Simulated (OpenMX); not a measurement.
Crystal: ZnCu2SnS4.

```
CELL_PARAMETERS angstrom
-2.71710 2.71710 5.42480
2.71710 -2.71710 5.42480
2.71710 2.71710 -5.42480
ATOMIC_POSITIONS crystal
Sn 0.50000 0.50000 0.00000
Zn 0.25000 0.75000 0.50000
Cu 0.75000 0.25000 0.50000
Cu 0.00000 0.00000 0.00000
S 0.62799 0.62839 0.51280
S 0.88481 0.37201 0.00040
S 0.11559 0.11519 0.48720
S 0.37161 0.88441 0.99960
```

Base run:

```yaml
Program: OpenMX 3.8.5
Functional: LDA
Potentials_or_basis: OpenMX 2013 LDA set, Sn7.0-s3p2d2, Zn6.0H-s3p2d2, Cu6.0H-s3p2d2, S7.0-s2p2d1f1, grid cutoff 500 Ry
k_mesh: 7 × 7 × 7
Occupations: fermi-dirac, width 0.05 eV
Spin: no spin polarisation
```

Its results: band gap on the k mesh 0.33 eV, direct; pressure -1.6 GPa; largest force 0.873 eV/Å.

**Question.** The run is repeated on the same cell with these changes: functional from LDA to PBE; potentials or basis from OpenMX 2013 LDA set, Sn7.0-s3p2d2, Zn6.0H-s3p2d2, Cu6.0H-s3p2d2, S7.0-s2p2d1f1, grid cutoff 500 Ry to OpenMX 2013 PBE set, Sn7.0-s3p2d2, Zn6.0H-s3p2d2, Cu6.0H-s3p2d2, S7.0-s2p2d1f1, grid cutoff 500 Ry. What comes out?

**Answer.** Band gap on the k mesh 0.45 eV, direct; pressure 6.0 GPa; largest force 0.818 eV/Å.

Caveats: spin-orbit coupling is left out, which moves the levels of the heavy elements; the basis of atomic orbitals isn't converged, which shifts pressures, moduli and gaps.

Not every run made on this cell is shown here.
